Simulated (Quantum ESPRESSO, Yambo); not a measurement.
# A GW chain in Yambo: MgI2 (1T monolayer), part 2 of 2

Wanted: ground state, empty states, screening and self-energy for MgI2 (1T monolayer).

Quantum ESPRESSO 7.5 and Yambo 5.3.0; PBE and many-body steps on it, plane waves. Known limits of the many-body steps: not at the basis limit.

So far. Step 3 (Bands along the symmetry lines): The gap is 3.306 eV, −0.050 eV from the run before at this level. Step 4 (Empty states on the mesh, 6×6×1 mesh, 310 bands): On this mesh the gap is 3.306 eV.

**5. Conversion and set-up**

This step: Yambo 5.3.0; conversion and set-up on PBE with spin-orbit coupling, plane waves, norm-conserving pseudopotentials.

The states are converted to the many-body program's format and the q mesh is built.

Command:

```console
$ (cd o/x.save; p2y > p2y.log; mv SAVE ../..); yambo > setup.log
```

Output:

```text
 Yambo, version 5.3.0

 [02] CORE Variables Setup
 =========================

  [02.01] Unit cells
  ==================

  Cell kind             :  HCP
  Atoms in the cell     :  Mg  I
  number of Mg atoms    :  1
  number of I  atoms    :  2

  List of atomic masses
  Mass of Mg    :  24.30500
  Mass of I     :  126.9000

  List of atomic coordinates    : [cc]
  Mg1       :   0.00000   0.00000  15.11781  order 1
  I1       : -0.71251E-09   4.5906       18.283      order 2
  I2       :   3.97555   2.29529  11.95239  order 3

  Alat factors          :   7.95110   6.88586  30.23562 [a.u.]
  Direct lattice volume :   1655.40    [a.u.]
  Direct lattice vectors:  A[ 1 ]  A[ 2 ]  A[ 3 ]
   A[ 1 ]:   1.0000      0.54887E-10   0.0000      [iru]
    7.9511      0.37795E-09   0.0000      [cc]
   A[ 2 ]: -0.500000  1.000000  0.000000  [iru]
  -3.975552  6.885857  0.000000  [cc]
   A[ 3 ]:  0.000000  0.000000  1.000000  [iru]
    0.00000   0.00000  30.23562  [cc]

  Recip. lattice volume :  0.149843 [a.u.]
  Recip. lattice vectors:  B[ 1 ]  B[ 2 ]  B[ 3 ]
   B[ 1 ]:  1.000000  0.500000  0.000000  [iku]
   0.790228  0.456238 -0.000000  [cc]
   B[ 2 ]: -0.54887E-10   1.0000       0.0000      [iku]
  -0.43373E-10  0.91248       0.0000      [cc]
   B[ 3 ]:  0.000000  0.000000  1.000000  [iku]
   0.000000 -0.000000  0.207807  [cc]

  [02.02] Symmetries
  ==================

  Inversion symmetry    : yes
  Spatial inversion     : yes
  Inversion index       :   7
  K-space Time-reversal : no
  Magnetic symmetries   : no
  Group table correct   : yes
  Symmetries units      :  [cc]

   [S  1]:   1.0000      0.15503E-26   0.0000      0.20958E-16   1.0000       0.0000       0.0000       0.0000       1.0000
   [S  2]:   1.0000      0.95067E-10   0.0000      0.13722E-09  -1.0000       0.0000       0.0000       0.0000      -1.0000
   [S  3]: -0.500000  0.866025  0.000000 -0.866025 -0.500000  0.000000  0.000000  0.000000  1.000000
[...]
[S 11]:  0.500000  0.866025  0.000000  0.866025 -0.500000  0.000000  0.000000  0.000000  1.000000
   [S 12]:  0.500000 -0.866025  0.000000 -0.866025 -0.500000  0.000000  0.000000  0.000000  1.000000

  [02.03] Reciprocal space
  ========================

  nG shells         :   6592
  nG charge         :  148115
  nG WFs            :  21765
  nC WFs            :  18573
  G-vecs. in first 80 shells:  [ Number ]
     1    3    5    7    9   15   27   39   41
    53   65   67   79   81   93   99  111  123
   125  137  149  161  167  179  181  193  205
[...]
809   821   823   835   841   853   877   889
  ...
  Shell energy in first 80 shells:  [ mHa ]
[...]
3691.46      3746.76      3768.35      3824.42      3833.13      3861.55      3941.09      3972.15      4065.35
    4092.23      4232.02      4277.85      4286.56      4296.03      4358.16      4524.07      4648.33      4663.10
[...]
K/Q-points units:
  rlu = crystal or reduced units; cc = cartesian coordinates; iku = interal k-units

  K [1]          [rlu]:  0.000000  0.000000  0.000000
         WF components:  18419
  K [2]          [rlu]: -0.53293E-26  0.16667       0.0000
         WF components:  18497
  K [3]          [rlu]: -0.74924E-27  0.33333       0.0000
         WF components:  18507
  K [4]          [rlu]:  0.96197E-27 -0.50000       0.0000
         WF components:  18536
  K [5]          [rlu]:  0.166667  0.166667  0.000000
         WF components:  18519
  K [6]          [rlu]:  0.166667  0.333333  0.000000
         WF components:  18530
  K [7]          [rlu]:  0.333333  0.333333  0.000000
         WF components:  18573

  [02.05] Energies & Occupations
  ==============================

  [X] === General ===
  [X] Electronic Temperature                        :  0.000000  0.000000 [eV K]
  [X] Bosonic    Temperature                        :  0.000000  0.000000 [eV K]
  [X] Finite Temperature mode                       : no
  [X] El. density                                   :  0.17937E+24 [cm-3]
  [X] Fermi Level                                   : -1.322922 [eV]

  [X] === Gaps and Widths ===
  [X] Conduction Band Min                           :  3.305679 [eV]
  [X] Valence Band Max                              :  0.000000 [eV]
  [X] Filled Bands                                  :   44
  [X] Empty Bands                                   :   45  310
  [X] Direct Gap                                    :  3.625479 [eV]
  [X] Direct Gap localized at k                     :  1
  [X] Indirect Gap                                  :  3.305679 [eV]
  [X] Indirect Gap between kpts                     :   1   4
  [X] Last valence band width                       :  0.894371 [eV]
  [X] 1st conduction band width                     :  1.070770 [eV]

  E @ K [1]:  [eV]
  -75.56426 -75.56426 -44.81781 -44.81781 -44.81779 -44.81779 -44.80325 -44.80325
[...]
occ @ K [1]
[...]
E @ K [2]:  [eV]
[...]
occ @ K [2]
[...]
E @ K [3]:  [eV]
[...]
occ @ K [3]
[...]
E @ K [4]:  [eV]
[...]
occ @ K [4]
[...]
E @ K [5]:  [eV]
[...]
occ @ K [5]
[...]
E @ K [6]:  [eV]
[...]
occ @ K [6]
[...]
E @ K [7]:  [eV]
[...]
occ @ K [7]
[...]
0.000000  0.000000  0.000000  0.000000  0.000000  0.000000  0.000000  0.000000
   0.000000  0.000000  0.000000  0.000000  0.000000  0.000000  0.000000  0.000000

 [03] Transferred momenta grid and indexing
 ==========================================

 IBZ Q-points                                      :   7
 BZ  Q-points                                      :   36

 K/Q-points units:
 rlu = crystal or reduced units; cc = cartesian coordinates; iku = interal k-units

 Q [1]          [rlu]:  0.000000  0.000000  0.000000
 Q [2]          [rlu]:  0.40333E-17  0.16667       0.0000
 Q [3]          [rlu]:  0.80666E-17  0.33333       0.0000
 Q [4]          [rlu]: -0.12100E-16 -0.50000       0.0000
 Q [5]          [rlu]:  0.166667  0.166667  0.000000
 Q [6]          [rlu]:  0.166667  0.333333  0.000000
 Q [7]          [rlu]:  0.333333  0.333333  0.000000

  [03.01] X indexes
  =================

   [03.01.01] Sigma indexes
   ========================

 [06] Game Over & Game summary
```

It took 5.3 s on 1 MPI rank of Arm Neoverse V1, shared host; peak memory 0.26 GiB.

**6. Screening and self-energy, 6×6×1 mesh, 310 bands, screening to 108.8 eV**

G0W0 replaces the xc potential by the self-energy, built once from these orbitals. Only a window of levels is corrected, while the sums run over the empty bands that the input names.

This step: G0W0 on PBE with spin-orbit coupling, plane waves, norm-conserving pseudopotentials.

Input file gw3.in:

```
HF_and_locXC
gw0
dyson
ppa
em1d
rim_cut
rim_w
RandQpts= 3000000
RandGvec= 100 RL
CUTGeo= "slab z"
RandGvecW= 9 RL
EXXRLvcs= 76 Ry
VXCRLvcs= 304 Ry
Chimod= "HARTREE"
% BndsRnXp
 1 | 310 |
%
NGsBlkXp= 8 Ry
% LongDrXp
 1 | 1 | 0 |
%
% GbndRnge
 1 | 310 |
%
DysSolver= "n"
ExtendOut
PPAPntXp= 27.21138 eV
% QPkrange
 1 | 1 | 41 | 48 |
 4 | 4 | 41 | 48 |
%
```

Command:

```console
$ OMP_NUM_THREADS=1 mpirun -n 4 yambo -F gw3.in -J gw3 -C gw3 > gw3.log
```

Output:

```text
 Yambo, version 5.3.0

 [02] CORE Variables Setup
 =========================

  [... cell, symmetries and grids as in the set-up ...]

  [02.05] Energies & Occupations
  ==============================

  [X] === General ===
  [X] Electronic Temperature                        :  0.000000  0.000000 [eV K]
  [X] Bosonic    Temperature                        :  0.000000  0.000000 [eV K]
  [X] Finite Temperature mode                       : no
  [X] El. density                                   :  0.17937E+24 [cm-3]
  [X] Fermi Level                                   : -1.322922 [eV]

  [X] === Gaps and Widths ===
  [X] Conduction Band Min                           :  3.305679 [eV]
  [X] Valence Band Max                              :  0.000000 [eV]
  [X] Filled Bands                                  :   44
  [X] Empty Bands                                   :   45  310
  [X] Direct Gap                                    :  3.625479 [eV]
  [X] Direct Gap localized at k                     :  1
  [X] Indirect Gap                                  :  3.305679 [eV]
  [X] Indirect Gap between kpts                     :   1   4
  [X] Last valence band width                       :  0.894371 [eV]
  [X] 1st conduction band width                     :  1.070770 [eV]

 [03] Transferred momenta grid and indexing
 ==========================================

 IBZ Q-points                                      :   7
 BZ  Q-points                                      :   36

 K/Q-points units:
 rlu = crystal or reduced units; cc = cartesian coordinates; iku = interal k-units

 Q [1]          [rlu]:  0.000000  0.000000  0.000000
 Q [2]          [rlu]:  0.40333E-17  0.16667       0.0000
 Q [3]          [rlu]:  0.80666E-17  0.33333       0.0000
 Q [4]          [rlu]: -0.12100E-16 -0.50000       0.0000
 Q [5]          [rlu]:  0.166667  0.166667  0.000000
 Q [6]          [rlu]:  0.166667  0.333333  0.000000
 Q [7]          [rlu]:  0.333333  0.333333  0.000000

 [04] Coloumb potential Random Integration (RIM)
 ===============================================

 Performing RIM of v_slab

  [04.01] RIM initialization
  ==========================

  * Diagonal components only detected *

  8 x (sBL volume)        :  0.033298 [a.u.]
  sBZ random points       :  3000000
  Points outside the sBZ  :  24000829
  RL volume               :  0.149843 [a.u.]
  Integrated volume       :  0.149837 [a.u.]

  [04.02] RIM integrals
  =====================

  Gamma point sphere radius             :  0.035709 [a.u.]
  Points outside the sphere             :  2398884
  [Int_sBZ(q=0) 1/q^2]*(Vol_sBZ)^(-1/3) =:  7.474062
                                 should be <:  7.795600

  Summary of Coulomb integrals for non-metallic bands |Q|[au] RIM/Bare

  Q [1] 0.100000E-4 0.958754 * Q [2] 0.152079 0.990823
  Q [5] 0.263409 1.022660 * Q [3] 0.304159 1.022159
  Q [6] 0.402364 1.017226 * Q [4] 0.456238 1.014482
  Q [7] 0.526819 1.011227
  Non-periodic chartesian directions : none
  Optical renormalization            :  30.23562 [au]
  Polarizability dimension           : length

 [05] Coloumb potential CutOffslab
 =================================

 Cut directionsZ
 Slab Cutoff:Z
 Symmetry test passed : yes

 [06] Dipoles
 ============

  [06.01] Setup: observables and procedures
  =========================================

  [WARNING] [x,Vnl] slows the Dipoles computation. To neglect it rename the ns.kb_pp file

 [07] Dynamic Dielectric Matrix (PPA)
 ====================================

 [WR./gw3//ndb.pp]---------------------------------------------------------------
  Brillouin Zone Q/K grids (IBZ/BZ)                :    7   36    7   36
  RL vectors                                       :  21779 [WF]
  Coulomb cutoff potential                         : slab z
  Electronic Temperature                           :  0.000000 [K]
  Bosonic    Temperature                           :  0.000000 [K]
  PPA    diel. fun.  energies                      : Perdew, Burke & Ernzerhof(X)+Perdew, Burke & Ernzerhof(C)
  wavefunctions                                    : Perdew, Burke & Ernzerhof(X)+Perdew, Burke & Ernzerhof(C)
  Global Gauge                                     : length
  X matrix size                                    :   675
  X band range                                     :    1  310
  X e/h energy range                               : -1.000000 -1.000000 [eV]
  X Time ordering                                  : R
  X Hxc Kernel                                     : HARTREE
  X Drude frequency                                :  0.000000  0.000000
  X poles                                          :  100.0000 [o/o]
  RL vectors in the sum                            :  21779
  [r,Vnl] included                                 : yes
  Field direction                                  :  0.707107E-5  0.707107E-5   0.00000
  BZ energy Double Grid                            : no
  BZ energy DbGd points                            : 0
  BZ Q point size factor                           : -1.000000
  X Optical Averaged directions                    : none

 [08] Local Exchange-Correlation + Non-Local Fock
 ================================================

 [VXC] Plane waves :  148115
 [EXS] Plane waves :  18431

 QP @ state[ 1 ] K range:  1  1
 QP @ state[ 1 ] b range:   41   48
 QP @ state[ 2 ] K range:   4   4
 QP @ state[ 2 ] b range:   41   48

 [xc] Functional : Perdew, Burke & Ernzerhof(X)+Perdew, Burke & Ernzerhof(C)
 [xc] LIBXC used to calculate xc functional
  PP Number of Atomic Species                      :  2
  NLCC RL compoments                               :  148115
  PP Number of Atomic Species                      :  2
  NLCC RL compoments                               :  148115

 [xc] E_xc :  -29.33054 [Ha]
      E_xc :  -58.66107 [Ry]

  Local XC kind (lXC) : Perdew, Burke & Ernzerhof(X)+Perdew, Burke & Ernzerhof(C)
  Non-Local XC kind (nlXC) : Hartree-Fock

  Corrections @ K [1] :  [eV]
 <41|nlXC|41> = -16.23378 -0.36502E-17 <41|lXC|41> = -12.52460  0.456939E-7
 <42|nlXC|42> = -16.23378 -0.23810E-17 <42|lXC|42> = -12.52460 -0.456907E-7
 <43|nlXC|43> = -16.38956  0.27979E-17 <43|lXC|43> = -12.75317 -0.468131E-7
 <44|nlXC|44> = -16.38957  0.57464E-17 <44|lXC|44> = -12.75317  0.468132E-7
 <45|nlXC|45> = -5.735306 -0.49420E-18 <45|lXC|45> = -9.170632  0.605145E-7
 <46|nlXC|46> = -5.735297  0.98273E-18 <46|lXC|46> = -9.170623 -0.273068E-6
 <47|nlXC|47> = -4.740172 -0.84952E-18 <47|lXC|47> = -8.692007 -0.497737E-7
 <48|nlXC|48> = -4.740175  0.20999E-18 <48|lXC|48> = -8.692011 -0.303247E-6

  Corrections @ K [4] :  [eV]
 <41|nlXC|41> = -16.46539  0.29631E-17 <41|lXC|41> = -12.32186  0.270252E-6
 <42|nlXC|42> = -16.46539  0.83324E-17 <42|lXC|42> = -12.32186 -0.271315E-6
 <43|nlXC|43> = -16.03934  0.99343E-17 <43|lXC|43> = -12.20028 -0.203420E-6
 <44|nlXC|44> = -16.03934  0.15164E-16 <44|lXC|44> = -12.20027  0.206858E-6
 <45|nlXC|45> = -5.578872 -0.44172E-18 <45|lXC|45> = -9.349297 -0.375494E-6
 <46|nlXC|46> = -5.578870  0.24505E-17 <46|lXC|46> = -9.349297 -0.148185E-7
 <47|nlXC|47> = -4.581574  0.32204E-18 <47|lXC|47> = -8.479824 -0.116375E-6
 <48|nlXC|48> = -4.581570  0.24518E-18 <48|lXC|48> = -8.479820  0.460448E-7

 [09] Dyson equation: Newton solver
 ==================================

  [09.01] RIM-W interpolation
  ===========================

  [WARNING] RIM-W works only for 2D semiconductors with slab cutoff
  Found compatible q grid: 2D
  q_min[ 1 ]:  0.16667      0.37797E-11   0.0000     [rlu]
   0.166667  0.083333  0.000000 [iku]
  q_min[ 2 ]:  0.40333E-17  0.16667       0.0000     [rlu]
  -0.91479E-11  0.16667       0.0000     [iku]
  G-vectors :   9
  G-vectors loaded:   61
  Number of interpolated frequencies:  2

  Evaluating coefficients q = 0
  Evaluating coefficients q = 0

  [09.02] RIM-W integrals
  =======================

  8 x (sBL volume)        :  0.033298 [a.u.]
  sBZ random points       :  3000000
  Points outside the sBZ  :  24000829
  RL volume               :  0.149843 [a.u.]
  Integrated volume       :  0.149837 [a.u.]

  [09.03] RIM integrals
  =====================

  Comparison between head Wc = W - v averages: < Wc > [au] RIM-W/RIM

   < -Wc [Q = 1] > 0.173157E-1 0.121160E-4 * < -Wc [Q = 2] > 0.003921 0.003788
   < -Wc [Q = 3] > 0.807249E-3 0.794614E-3 * < -Wc [Q = 4] > 0.289321E-3 0.286251E-3
   < -Wc [Q = 5] > 0.001151 0.001132 * < -Wc [Q = 6] > 0.406452E-3 0.402733E-3
   < -Wc [Q = 7] > 0.205132E-3 0.204286E-3

  Comparison between head Wc = W - v averages: < Wc > [au] RIM-W/RIM

   < -Wc [G = 1,G`=0] > 0.173157E-1 0.121160E-4 * < -Wc [G = 2,G`=0] >-0.001243 0.000000
   < -Wc [G = 3,G`=0] >-0.001243 0.000000 * < -Wc [G = 4,G`=0] >-0.176646E-4  0.00000
   < -Wc [G = 5,G`=0] >-0.176559E-4  0.00000 * < -Wc [G = 6,G`=0] > 0.106182E-3  0.00000
   < -Wc [G = 7,G`=0] > 0.106174E-3  0.00000 * < -Wc [G = 8,G`=0] >-0.161091E-4  0.00000
   < -Wc [G = 9,G`=0] >-0.161084E-4  0.00000

 [10] G0W0 (W PPA)
 =================

 [  GW  ] Bands range     :    1  310
 [GW/PPA] G damping       :  0.100000 [eV]

 QP @ state[ 1 ] K range:  1  1
 QP @ state[ 1 ] b range:   41   48
 QP @ state[ 2 ] K range:   4   4
 QP @ state[ 2 ] b range:   41   48

  Sc/G bands                                       :    1  310
  Sc/G damping                                     :  0.100000 ev
  Sc bands terminator                              : no
  Sx RL components                                 :  18431

  QP @ state[ 1 ] K range                          :  1  1
  QP @ state[ 1 ] b range                          :   41   48
  QP @ state[ 2 ] K range                          :   4   4
  QP @ state[ 2 ] b range                          :   41   48
  GF energies kind                                 : Perdew, Burke & Ernzerhof(X)+Perdew, Burke & Ernzerhof(C)
  GF WF`s kind                                     : Perdew, Burke & Ernzerhof(X)+Perdew, Burke & Ernzerhof(C)
  Xs energies kind                                 : Perdew, Burke & Ernzerhof(X)+Perdew, Burke & Ernzerhof(C)
  Xs WF`s kind                                     : Perdew, Burke & Ernzerhof(X)+Perdew, Burke & Ernzerhof(C)

 [14] Game Over & Game summary
```

The job ended after 38 min (4 MPI ranks; peak memory 10 GiB; 2.5 h of CPU time).

Numbers from this step:

* G0W0 gap on the points computed: 6.124 eV
* starting gap on the mesh: 3.306 eV
* k of the valence top: 0, 0, 0
* k of the conduction bottom: 0, -0.5, 0
* least direct G0W0 gap on the computed points: 6.261 eV
* Z at the valence top: 0.8138
* Z at the conduction bottom: 0.8302

The gap on the mesh goes from 3.31 eV to 6.12 eV, a correction of +2.82 eV. The start differs from the 3.36 eV found before because the two sample other k points.

Limits: finite bands, cutoff and mesh. v1 is the top filled band, c1 the lowest empty one. The levels before and after the correction (eV, zero at the valence-band top of each column):

|  | conduction bottom | valence top |
| --- | --- | --- |
| Kohn-Sham | 3.31 | 0.00 |
| G0W0 | 6.12 | 0.00 |

|  | level | energy (eV) |
| --- | --- | --- |
| Kohn-Sham | Γ v3 | -0.278 |
| Kohn-Sham | Γ v2-v1 | 0.000 |
| Kohn-Sham | Γ c1-c2 | 3.625 |
| Kohn-Sham | Γ c3 | 4.557 |
| Kohn-Sham | (0 -0.5 0) v3 | -1.213 |
| Kohn-Sham | (0 -0.5 0) v2-v1 | -0.525 |
| Kohn-Sham | (0 -0.5 0) c1-c2 | 3.306 |
| Kohn-Sham | (0 -0.5 0) c3 | 5.148 |
| G0W0 | Γ v3 | -0.300 |
| G0W0 | Γ v2-v1 | 0.000 |
| G0W0 | Γ c1-c2 | 6.261 |
| G0W0 | Γ c3 | 7.343 |
| G0W0 | (0 -0.5 0) v3 | -1.349 |
| G0W0 | (0 -0.5 0) v2-v1 | -0.606 |
| G0W0 | (0 -0.5 0) c1-c2 | 6.124 |
| G0W0 | (0 -0.5 0) c3 | 7.949 |

**7. Where the time went**

Times are wall times on the hardware named with each run, good to a factor of about two.

| step | time | share | memory (GiB) |
| --- | --- | --- | --- |
| ground state | 2.4 min | 5 % | 2 |
| bands along the symmetry lines | 1.7 min | 4 % | 1.2 |
| empty states on the mesh | 7.6 min | 15 % | 4.1 |
| conversion and set-up | 5.3 s | 0 % | 0.26 |
| screening and self-energy | 38 min | 76 % | 10 |

**8. Outcome**

| Item | Value |
| --- | --- |
| PBE gap | 3.31 eV, indirect |
| G0W0 gap on the mesh | 6.12 eV |
| GW settings | 6×6×1 mesh, 310 bands, screening to 108.8 eV, Godby-Needs plasmon pole |
| known limits | not at the basis limit |

G0W0 moves the gap on the mesh from 3.31 eV to 6.12 eV (+2.82 eV), with Z of 0.81 and 0.83 at the edges. Only 2 of the mesh's irreducible points were corrected, so a valley elsewhere could overtake. The dearest step here is «screening and self-energy». Bands and cutoff are finite, so the gap is not at the basis limit. The miss can reach some tenths of an eV and take either sign; the mesh is an error of its own. In the G0W0 run levels were corrected at 2 k points alone, so a gap called «on the mesh» is the least over those, and an edge elsewhere would be missed.

[Paths, hosts, dates, memory and timing lines, banners, echoed tables and standing remarks are left out of the program output.]

[Logs are printed without paths, hosts, clocks, repeated set-up lines and the standing remarks that a program may print on its own settings, such as how far it seeks lower states.]

[Runs of the session that timed out or met a known fault of the program may be left out.]

[Hosts, paths, dates, database ids (printed as entryN), source tags and the programs' standing remarks are cut or masked in the printed files.]
